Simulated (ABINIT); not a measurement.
Wanted: the native input for an ABINIT 10.8.3 (patched build) run.

| Property | Result |
| --- | --- |
| Task | single point |
| Functional | PBE |
| Potentials or basis | JTH PAW PBE v2.0 |
| Cutoff | 626 eV |
| k mesh | 9 × 9 × 9 |
| Occupations | fermi-dirac, width 0.05 eV |
| Spin | no spin polarisation |
| Fine-grid cutoff | 1224.51 eV |

The system is SnO2.

```
Sn O
1.0
    -2.00007    2.00007    5.12368
     2.00007   -2.00007    5.12368
     2.00007    2.00007   -5.12368
Sn O
2 4
Cartesian
  0.0000 0.0000 0.0000
  0.0000 2.0001 2.5618
  0.0000 2.0001 0.4767
  0.0000 0.0000 2.0851
  0.0000 2.0001 4.6469
  0.0000 0.0000 8.1623
```

Measurements of this composition are mostly on another form, of space group No. 136.

The input as run:

run.abi

```
pp_dirpath "./"
pseudos "Sn.GGA_PBE-JTH.xml, O.GGA_PBE-JTH.xml"

acell 3*1.0
rprim
    -3.7795819056     3.7795819056     9.6823497882
     3.7795819056    -3.7795819056     9.6823497882
     3.7795819056     3.7795819056    -9.6823497882
ntypat 2
znucl 50 8
natom 6
typat 1 1 2 2 2 2
xred
     0.0000000000     0.0000000000     0.0000000000
     0.7500000000     0.2500000000     0.5000000000
     0.5465225900     0.0465225900     0.5000000000
     0.2034774100     0.2034774100     0.0000000000
     0.9534774100     0.4534774100     0.5000000000
     0.7965225900     0.7965225900     0.0000000000

ecut 625.861884 eV
pawecutdg 45.0
pawxcdev 0

kptopt 1
ngkpt 9 9 9
nshiftk 1
shiftk 0.0 0.0 0.0

ixc 11

nband 32
occopt 3
tsmear 0.05 eV

nstep 100
tolvrs 1.0e-9

iomode 3
prtwf 0
prtden 0
prteig 0
prtebands 0
```

Potentials or basis: JTH PAW PBE v2.0.

Command:

```sh
$ abinit run.abi > log 2>&1
```

It gave:

- Pressure: 5.0 GPa
- Largest force: 0.020 eV/Å
- Band gap on the k mesh: 1.64 eV, indirect (least direct gap 2.03 eV)

Caveat: spin-orbit coupling is left out, which moves the levels of the heavy elements; an odd mesh through Γ misses points on the zone boundary, where band edges often lie; the atomic spheres overlap.

Run time: 4 min on 1 thread of AMD EPYC 9R45 96-Core Processor (Zen 5) (shared host), peak memory 0.37 GiB.
